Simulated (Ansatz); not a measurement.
Runs of Ansatz 0.2.0 on NiO. Symmetry: Fm-3m, No. 225, cubic system. Conventional cell: a = 4.172 Å, b = 4.172 Å, c = 4.172 Å, α = 90.00°, β = 90.00°, γ = 90.00°. Ni (site symmetry m-3m) is surrounded by 6 O at 2.09 Å. Around O (site symmetry m-3m) lie 6 Ni at 2.09 Å. 

```csv
task,level,potentials or basis,U,cell,k mesh,cutoff (eV),points for each segment of the path,hubbard projectors,double counting,atoms under strain,gap on the mesh (eV),pressure (GPa),moment (μB),relaxed volume (Å³/atom)
relaxation of cell and atoms,exchange-only PBE,Ansatz PAW,-,relaxed,11 × 11 × 11,420,-,-,-,-,-,0.0,1.99,10.85
band structure,r2SCAN+U,Ansatz PAW,Ni d U = 6 eV,as given,11 × 11 × 11,500,14,ortho-atomic (the default),fll (the default),-,2.96,(a),2.00,-
relaxation of cell and atoms,r2SCAN+rVV10,Ansatz PAW,-,relaxed,11 × 11 × 11,500,-,-,-,-,0.83,0.0,2.00,9.10
elastic constants,PBEsol,Ansatz PAW,-,as given,9 × 9 × 9,420,-,-,-,relaxed,none,(b),1.32,-
band structure,BPBE,Ansatz PAW,-,as given,11 × 11 × 11,420,14,-,-,-,none,5.4,1.75,-
```

Alike in all rows: spin collinear, ferromagnetic start; smearing fermi-dirac 0.05 eV.

Question: Estimate the missing entries.

Answer: (a) 8.1; (b) -8.1.

Caveats: a cell with one magnetic atom can't hold antiferromagnetic order, which such compounds often take; the PAW data sets come from PBE, with cores solved anew for the run's functional, which leaves a small shift of forces and pressure; the plane-wave basis is chosen anew once the cell has moved, so the energies of steps on either side of that aren't comparable (some runs); the magnetic or orbital state may not be the lowest (some runs); semilocal functionals often make such compounds metallic where correlation or magnetic order opens a gap, which also shifts bond lengths (some runs); the volume moved by over 15 % at a fixed basis, so the end points are rough (some runs); the volume moved by +20 % from the deposited cell, more than functionals usually miss (some runs).

A k mesh can miss the band edges.

A gap of «none» marks a metal or a gap under the smearing width.

Runs at the PBE level aren't shown here.
